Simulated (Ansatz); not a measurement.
Here is an Ansatz 0.2.0 calculation.

The input input.yaml:

```yaml
crystal:
  lattice:
    - [0.0, 2.67185, 2.67185]
    - [2.725287, 0.0, 2.67185]
    - [2.725287, 2.67185, 0.0]
  atoms:
    - { symbol: K, position: [0.0, 0.0, 0.0] }
    - { symbol: F, position: [0.5, 0.5, 0.5] }
hamiltonian:
  xc: pbe
  pseudopotentials: { kind: paw }
kpoints:
  mp_grid: { grid: [9, 9, 9] }
scf:
  occupations: { method: fermi_dirac, width: 0.05 }
output:
  forces: true
  stress: true
  eigenvalues: true
relax:
  f_tol: 0.01
  max_steps: 40
```

Potentials or basis: Ansatz PAW.

Command:

```bash
$ ansatz run input.yaml --threads 2 --pin off --max-ram 5632MiB --backend cpu --events-out ev --progress --plain --runs-dir out
```

**Question.** What does it give for the band gap on the k mesh?

**Answer.** 6.07 eV, direct.

Final structure:
```
K F
1.0
     0.00000    2.67185    2.67185
     2.72529    0.00000    2.67185
     2.72529    2.67185    0.00000
K F
1 1
Direct
  0.00000 0.00000 0.00000
  0.50000 0.50000 0.50000
```

Caveat: the relaxation stopped at its first step, so nothing moved; odd divisions of the mesh miss points on the zone boundary, where band edges often lie, so the gap on the mesh can be too wide. A k mesh can miss the band edges.
